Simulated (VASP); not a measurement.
MoS2:

```
CELL_PARAMETERS angstrom
3.14799 -1.92978 0.00000
3.14799 1.92978 0.00000
-0.00310 0.00000 4.43933
ATOMIC_POSITIONS crystal
Mo 0.00000 0.00000 0.00000
S 0.68790 0.68790 0.28890
S 0.31210 0.31210 0.71110
```

The cell comes from a database or a generator and needn't be the stable form of this composition.

Base run:

```yaml
Program: VASP 6.6.1
Functional: PBEsol
Potentials_or_basis: VASP PAW PBE potentials, release 64 (Mo_sv, S)
Cutoff: 520 eV
k_mesh: 6 × 6 × 4
Occupations: gaussian, width 0.05 eV
Spin: no spin polarisation
Hubbard_terms: Mo d U = 2 eV
```

Its results: band gap on the k mesh none (metal or under the smearing width); pressure -7.3 GPa; largest force 1.128 eV/Å.

Problem. The run is repeated on the same cell with these changes: spin from no spin polarisation to collinear spin, random start; further incar settings from ALGO = Normal; EDIFF = 1e-06; NBANDS = 20 to ALGO = Normal; EDIFF = 1e-06. What comes out?

Solution. Band gap on the k mesh none (metal or under the smearing width); pressure -0.5 GPa; net moment 2.03 μB per cell; site moments Mo +2.07; S -0.13 μB; largest force 1.448 eV/Å.

Caveats: the PAW data sets were made with another functional, which shifts forces and pressure a little; U without spin polarisation on a metal has little footing (some runs).
